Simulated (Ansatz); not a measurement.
# CdS (Fm-3m) in Ansatz: reference runs

Aim: a first look at CdS with PBE, on the cell as given and on a disturbed one.

Program: Ansatz 0.2.0. These are calculated values, not measurements. Logs are shortened: lines on timing, memory, paths and dates and some standing lists are left out, and cuts for length are marked.

## 1. Starting point

Symmetry: Fm-3m, No. 225, cubic system. Conventional cell: a = 5.506 Å, b = 5.506 Å, c = 5.506 Å, α = 90.00°, β = 90.00°, γ = 90.00°. Cd (site symmetry m-3m) has 6 S at 2.75 Å as nearest neighbours. S (site symmetry m-3m) has 6 Cd at 2.75 Å as nearest neighbours.

Measurements of this composition are mostly on another form, of space group No. 186.

## 2. Single point, PBE

Contents of input.yaml:

```yaml
crystal:
  lattice:
    - [0.0, 2.753244, 2.753244]
    - [2.753244, 0.0, 2.753244]
    - [2.753244, 2.753244, 0.0]
  atoms:
    - { symbol: Cd, position: [0.0, 0.0, 0.0] }
    - { symbol: S, position: [0.5, 0.5, 0.5] }
kpoints:
  mp_grid: { grid: [8, 8, 8] }
scf:
  occupations: { method: fermi_dirac, width: 0.05 }
hamiltonian:
  xc: pbe
  pseudopotentials: { kind: all_electron, lapw: { basis_error: 0.001 } }
output:
  forces: true
  stress: true
  eigenvalues: true
  populations: true
```

Potentials or basis: all-electron LAPW, scalar-relativistic.

The run is started by

```sh
ansatz run input.yaml --threads 1 --pin off --max-ram 2560MiB --backend cpu --events-out ev --progress --plain --runs-dir out
```

The program printed:

```text
Warning: RAYON_NUM_THREADS=1 ignored (pool sized by the plan → 1); use --threads N
Cd: projections on atomic orbitals take those of the free atom 1s2 2s2 2p6 3s2 3p6 3d10 4s2 4p6 4d10 5s2, of charge +0.00 (hamiltonian.pseudopotentials.projection_atoms)
S: projections on atomic orbitals take those of the free atom 1s2 2s2 2p6 3s2 3p4, of charge +0.00 (hamiltonian.pseudopotentials.projection_atoms)
LAPW: plane waves up to 7.327 Å⁻¹, error target 1.0e-3 eV per atom; small_component_spin mean_spin; S in spheres of 1.207 Å, 14 of its electrons in bands, Dirac shells []; Cd in spheres of 1.546 Å, 20 of its electrons in bands, Dirac shells [] (how accurate: hamiltonian.pseudopotentials.lapw.basis_error, Limitations)
Engine: ansatz 0.2.0, x86_64-unknown-linux-gnu
Pseudopotentials: kind: all_electron
Pseudopotential: Cd, LAPW, valence charge 20, lapw/all_electron/scalar/gaussian/Cd, Koelling and Harmon's equation, gaussian nucleus
Pseudopotential: S, LAPW, valence charge 14, lapw/all_electron/scalar/gaussian/S, Koelling and Harmon's equation, gaussian nucleus
Functional definition: PBE
  parameter kappa = 0.804
  parameter beta = 0.06672455060314922
  exchange = pbe_x(kappa = kappa, mu = beta*pi^2/3)
  correlation = pbe_c(beta = beta)
Crystal: 2 atoms, lattice volume = 41.741 Å³
Basis set: ecut = 204.56260678554747 eV, 283 PW (Γ), exchange–correlation at level 2
Bands: 21, of which v1, the nominal top of the filled ones, is band 17 counted from 1 (16 counted from 0)
Symmetry: 48 space group operations
Space group: Fm-3m (ITA 225), of the structure as read, at distance tolerance 3.5e-5 Å
k-points: 29 of 512
Non-local potential: Cd, projectors of the file, none
Non-local potential: S, projectors of the file, none
Initial density: superposition of atomic densities (chi_scale 0.1, normalization cell, long waves kept (reshape's long-wave potential 0.00 eV rms))
Initial wavefunctions: plane waves of lowest kinetic energy (no species holds an atomic orbital)
Functional: x = pbe(κ = 0.804, μ = 0.2195149727645171), c = pbe(β = 0.06672455060314922)
iter 1 solved again at ethr=3.98e-3 eV; its pass at ethr=1.00e-1 eV (dr2=1.35e0 eV) is discarded
SCF iter   1: F=—  HF=-163099.742901 eV  |F-HF|=—  |Δ(HF+E_count)|=         —  Δρ=4.04e-2  dr2=1.36e0  ethr=3.98e-3  ⟨swp⟩=2.0  Hψ=4050  notcnv=0
preconditioner: auto → none  [insulator: Δε(μ)=1.269 eV  Ē_g=11.896 eV  σ=0.050 eV  W_gap=1.00  n_scr=14 (ndim 8)  ℏωp=24.4 eV  f_vac=0.011  D(μ)=0.00/eV (n_scr^D=0)  ε∞_Penn≈5.2]
iter 2 solved again at ethr=7.67e-5 eV; its pass at ethr=3.98e-3 eV (dr2=2.61e-2 eV) is discarded
SCF iter   2: F=—  HF=-163099.219062 eV  |F-HF|=—  |Δ(HF+E_count)|=   5.24e-1  Δρ=8.75e-3  dr2=2.62e-2  ethr=7.67e-5  ⟨swp⟩=2.0  Hψ=3239  notcnv=0
SCF iter   3: F=—  HF=-163099.160792 eV  |F-HF|=—  |Δ(HF+E_count)|=   5.83e-2  Δρ=4.86e-3  dr2=1.28e-2  ethr=7.67e-5  ⟨swp⟩=2.9  Hψ=1931  notcnv=0
SCF iter   4: F=—  HF=-163099.160069 eV  |F-HF|=—  |Δ(HF+E_count)|=         —  Δρ=1.18e-3  dr2=6.09e-4  ethr=3.76e-5  ⟨swp⟩=2.0  Hψ=1772  notcnv=0
the basis was enlarged: its passes take 176.9 KiB over the memory plan, 1 of 1 planned eigensolver slots
SCF iter   5: F=—  HF=-163099.159901 eV  |F-HF|=—  |Δ(HF+E_count)|=   1.68e-4  Δρ=2.36e-4  dr2=1.26e-5  ethr=1.79e-6  ⟨swp⟩=2.0  Hψ=1774  notcnv=0
SCF iter   6: F=—  HF=-163099.159919 eV  |F-HF|=—  |Δ(HF+E_count)|=   1.85e-5  Δρ=5.01e-5  dr2=1.25e-6  ethr=3.69e-8  ⟨swp⟩=3.0  Hψ=1846  notcnv=0
SCF iter   7: F=-163099.159920 eV  HF=-163099.159920 eV  |F-HF|=1.44e-8  |Δ(HF+E_count)|=   8.97e-7  Δρ=5.94e-6  dr2=2.60e-8  ethr=3.68e-9  ⟨swp⟩=3.0  Hψ=1815  notcnv=0
SCF 1 converged in 7 iterations: F = -163099.159920 eV  dr2 = 2.60e-8
SCF converged after 7 iterations
Free energy (F): -163099.159920 eV
Harris-Foulkes:  -163099.159920 eV  (|F-HF|=1.44e-8)
Internal energy: -163099.158936 eV  (E = F + TS)
E sigma→0 (E₀):  -163099.159428 eV
Entropy (-TS):   -0.000984 eV (-0.492 meV/atom)
Fermi energy:    10.567978 eV
--- Per-component energies (eV) ---
  E_band       = -1642.599922
  E_kinetic    = 170385.817861
  E_xc         = -4908.034719
  E_electrostatic = -328576.942078  (all electrons and nuclei)
  E_smearing   = -0.000984  (= −TS)
  E_closure    = 0.000000  (closes the sum)
  E_atoms      = -163093.279048  (free atoms, spherical and without spin; not in F)
  Σ components = -163099.159920   (vs F -163099.159920, Δ=0.00e0)
  Basis errors (estimates in eV, not in F): energy 3.6e-4 per atom: plane waves 3.3e-4 (1.8e-4 summed), levels above the bands 2.4e-77, relativity 8.9e-8, radial functions 2.8e-5, core shells 2.1e-8; eigenvalues (radial functions only) 4.1e-6; not estimated: angular momenta, meshes, grids; target (lapw.basis_error) 1.0e-3; muffin-tin radii S 1.207 Å, Cd 1.546 Å
--- Forces (eV/Å), atoms counted from 1 ---
  atom   1  Cd    -0.00000000    -0.00000000    -0.00000000
  atom   2  S      0.00000000     0.00000000     0.00000000
  max |Σ_I F_I| component: 1.50e-30 eV/Å
--- Stress (GPa, compression-positive) ---
       -0.438604       0.000000      -0.000000
        0.000000      -0.438604       0.000000
       -0.000000       0.000000      -0.438604
  P = ⅓ Tr σ = -0.4386 GPa (-4.386 kbar)
--- Band table (eV; the first three rows and the last of 29) ---
  k-point 0: bands = ["-194.1097", "-138.8855", "-138.8855", "-138.8855", "-91.1843", "-52.2570", "-52.2570", "-52.2570", "-2.2876", "2.7985", "2.7985", "2.7985", "2.7988", "2.7988", "9.6536", "9.6536", "9.6536", "11.2094", "19.5464", "19.5464", "19.5464"]
  k-point 1: bands = ["-194.1097", "-138.8855", "-138.8855", "-138.8855", "-91.1843", "-52.2572", "-52.2570", "-52.2570", "-2.1589", "2.7544", "2.7544", "2.7849", "2.8262", "2.8262", "8.5092", "9.7476", "9.7476", "12.3526", "18.3466", "19.2140", "19.2140"]
  k-point 2: bands = ["-194.1097", "-138.8855", "-138.8855", "-138.8855", "-91.1843", "-52.2577", "-52.2571", "-52.2571", "-1.8146", "2.6507", "2.6507", "2.7344", "2.8940", "2.8940", "7.0515", "9.9862", "9.9862", "13.6307", "17.1426", "17.8052", "17.8052"]
  k-point 28: bands = ["-194.1097", "-138.8855", "-138.8855", "-138.8855", "-91.1842", "-52.2580", "-52.2580", "-52.2576", "-1.2813", "2.6684", "2.8036", "2.8036", "3.0545", "3.5212", "7.2722", "7.2722", "7.5886", "13.7233", "17.0574", "17.9733", "17.9733"]
--- Löwdin populations: 2 sites ---
  site symbol       q [e]
     0     Cd     46.7383
     1      S     17.0899
  spilling = 0.002684 (of n_electrons = 64.000000)
```

Run time: 5.5 s. Hardware: 1 thread of Intel Xeon Platinum 8375C at 2.90GHz (Ice Lake), shared host; peak memory 0.32 GiB.

What came out:

```
Free energy            : -163099.1599 eV
Pressure               : -0.4 GPa
Band gap on the k mesh : 0.26 eV, indirect (least direct gap 1.56 eV)
Loewdin charges        : Cd +1.26; S -1.09 e
```

Levels at points of the mesh, in eV from the valence-band top:
```
             k point  band 15  band 16  band 17  band 18  band 19  band 20
  (0.00, 0.00, 0.00)    -0.72    -0.72    -0.72     0.84     9.18     9.18
 (0.00, 0.00, -0.50)    -4.75     0.00     0.00     3.52     5.90     5.90
(0.00, -0.50, -0.50)    -4.10    -2.06    -2.06     0.26     6.06     9.70
```

Caveat: the atomic charges don't sum to the cell's charge.

## 3. Single point, PBE (atoms moved at random, drawn with an rms of 0.05 Å)

input.yaml: that of step 2 with these lines changed.

```diff
@@ -6,4 +6,4 @@
   atoms:
-    - { symbol: Cd, position: [0.0, 0.0, 0.0] }
-    - { symbol: S, position: [0.5, 0.5, 0.5] }
+    - { symbol: Cd, position: [0.00435, -0.022735, 0.013139] }
+    - { symbol: S, position: [0.500835, 0.493967, 0.497402] }
 kpoints:
```

Potentials or basis: all-electron LAPW, scalar-relativistic.

The run is started by

```sh
ansatz run input.yaml --threads 1 --pin off --max-ram 2560MiB --backend cpu --events-out ev --progress --plain --runs-dir out
```

Run time: 43 s. Hardware: 1 thread of Intel Xeon Platinum 8375C at 2.90GHz (Ice Lake), shared host; peak memory 0.6 GiB.

The run converged. Its results:

```yaml
Free_energy: -163099.1574 eV
Pressure: -0.3 GPa
Largest_force: 0.080 eV/Å
Band_gap_on_the_k_mesh: 0.27 eV, indirect (least direct gap 1.55 eV)
Loewdin_charges: Cd +1.26; S -1.09 e
```

Forces in eV/Å, atoms in the order of the input:
```
Cd   0.003 -0.067  0.044
S   -0.003  0.067 -0.044
```

Stress tensor (GPa, compression positive):
```
-0.46  0.00  0.00
 0.00 -0.20  0.02
 0.00  0.02 -0.34
```

Levels at points of the mesh, in eV from the valence-band top:
```
              k point  band 15  band 16  band 17  band 18  band 19  band 20
   (0.00, 0.00, 0.00)    -0.71    -0.71    -0.71     0.84     9.15     9.16
  (0.00, 0.00, -0.50)    -4.74     0.00     0.00     3.52     5.90     5.91
  (0.00, -0.50, 0.00)    -4.74     0.00     0.00     3.52     5.90     5.91
 (0.00, -0.50, -0.50)    -4.09    -2.06    -2.05     0.27     6.05     9.71
  (-0.50, 0.00, 0.00)    -4.75    -0.01     0.00     3.53     5.91     5.91
 (-0.50, 0.00, -0.50)    -4.10    -2.06    -2.05     0.27     6.06     9.71
 (-0.50, -0.50, 0.00)    -4.10    -2.06    -2.05     0.27     6.05     9.71
(-0.50, -0.50, -0.50)    -4.75    -0.01     0.00     3.53     5.91     5.91
```

Caveat: the atomic charges don't sum to the cell's charge.
